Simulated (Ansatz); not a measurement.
**CdS: energy and pressure over a range of volumes**

The task here is to estimate one member of a computed series from the others.

Method: DFT PBE, scalar-relativistic, in Ansatz 0.2.0.

### The starting structure

Symmetry: F-43m, No. 216, cubic system. Conventional cell: a = 5.886 Å, b = 5.886 Å, c = 5.886 Å, α = 90.00°, β = 90.00°, γ = 90.00°. Cd (site symmetry -43m) is surrounded by 4 S at 2.55 Å. S (site symmetry -43m) has 4 Cd at 2.55 Å as nearest neighbours.

Coordinates:

```cif
data_structure
_symmetry_space_group_name_H-M 'P 1'
_symmetry_Int_Tables_number 1
_cell_length_a 4.1620
_cell_length_b 4.1620
_cell_length_c 4.1620
_cell_angle_alpha 60.000
_cell_angle_beta 60.000
_cell_angle_gamma 60.000
_cell_volume 50.98
loop_
_atom_site_label
_atom_site_type_symbol
_atom_site_fract_x
_atom_site_fract_y
_atom_site_fract_z
_atom_site_occupancy
Cd1 Cd 0.00000 0.00000 0.00000 1
S1 S 0.75000 0.75000 0.75000 1
```

The cell is one relaxed in the Materials Project, used as it stands.

Atoms are numbered in the order of the input: Cd1, S2.

Set-up of the first run:

File input.yaml:

```yaml
crystal:
  lattice:
    - [0.0, 2.9031789477, 2.9031789477]
    - [2.9031789477, 0.0, 2.9031789477]
    - [2.9031789477, 2.9031789477, 0.0]
  atoms:
    - { symbol: Cd, position: [0.0, 0.0, 0.0] }
    - { symbol: S, position: [0.75, 0.75, 0.75] }
kpoints:
  mp_grid: { grid: [7, 7, 7] }
scf:
  occupations: { method: fermi_dirac, width: 0.02 }
hamiltonian:
  xc: pbe
  pseudopotentials: { kind: all_electron, lapw: { basis_error: 0.0005 } }
output:
  forces: true
  stress: true
  eigenvalues: true
```

Run with:

```console
> ansatz run input.yaml --threads 1 --pin off --max-ram 2048MiB --backend cpu --events-out ev --progress --plain --runs-dir out
```

Among the steps run: Volume × 0.96, LAPW; Volume × 0.96, PAW; Volume × 0.96, crystal datasets; Volume × 0.98, LAPW; Volume × 0.98, PAW; Volume × 1.02, LAPW; Volume × 1.02, PAW; Volume × 1.04, LAPW; Volume × 1.04, PAW; Volume × 1.04, crystal datasets.

One table of the session follows, with a row left open; its other results are not shown here.

```
          method  volume (Å³/atom)  pressure (GPa)  gap on the k mesh (eV)
            LAPW            24.469            3.82                    1.17
            LAPW            24.979            2.43                    1.13
            LAPW            25.489            1.19                    1.09
            LAPW            25.999               ?                       ?
            LAPW            26.508           -0.92                    1.00
             PAW            24.469            3.79                    1.17
             PAW            24.979            2.40                    1.13
             PAW            25.489            1.16                    1.09
             PAW            25.999            0.05                    1.04
             PAW            26.508           -0.95                    1.00
crystal datasets            24.469            3.82                    1.17
crystal datasets            25.489            1.19                    1.09
crystal datasets            26.508           -0.92                    1.00
```

**Question.** Estimate the row for LAPW, 25.999.

**Answer.** pressure (GPa): 0.08; gap on the k mesh (eV): 1.04. In the column «pressure (GPa)» it lies between PAW, 25.999 (0.05) and PAW, 25.489 (1.16).

Caveats from the session: These are semilocal Kohn-Sham gaps, which aren't the measured quantity. Warnings in the runs' records: gradients without spin orbit, crystal datasets made.
